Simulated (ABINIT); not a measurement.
A run of ABINIT 10.8.3 (patched build):

run.abi

```
ndtset 7
getwfk -1
scalecart1 3*0.9795861087
scalecart2 3*0.9864848297
scalecart3 3*0.9932883884
scalecart4 3*1.0000000000
scalecart5 3*1.0066227096
scalecart6 3*1.0131594038
scalecart7 3*1.0196128224

pp_dirpath "./"
pseudos "Te.GGA_PBE-JTH.xml, Be.GGA_PBE-JTH.xml"

acell 3*1.0 Angstrom
rprim
     0.0000000000     2.7700000000     2.7700000000
     2.7700000000     0.0000000000     2.7700000000
     2.7700000000     2.7700000000     0.0000000000
ntypat 2
znucl 52 4
natom 2
typat 1 2
xred
     0.7500000000     0.7500000000     0.7500000000
     0.0000000000     0.0000000000     0.0000000000

ecut 15.0
pawecutdg 30.0

kptopt 1
ngkpt 8 8 8
nshiftk 1
shiftk 0.0 0.0 0.0

ixc -106132
vdw_xc 7

nband 9
occopt 3
tsmear 0.05 eV

nstep 100
tolvrs 1.0e-9

iomode 3
prtwf 1
prtden 0
prteig 0
prtebands 0
enunit 2
```

Potentials or basis: JTH PAW PBE v2.0.

Run with:

```bash
$ abinit run.abi > log 2>&1
```

Hardware: 1 thread of Arm Neoverse V1, with other jobs on the host.

Q: Estimate the wall time of this run.

A: Run time: 55 s on 1 thread of Arm Neoverse V1, on a shared host, peak memory 0.13 GiB. Counts: scf iterations 57, mpi ranks 1, k points 29, bands 9, plane waves 757.
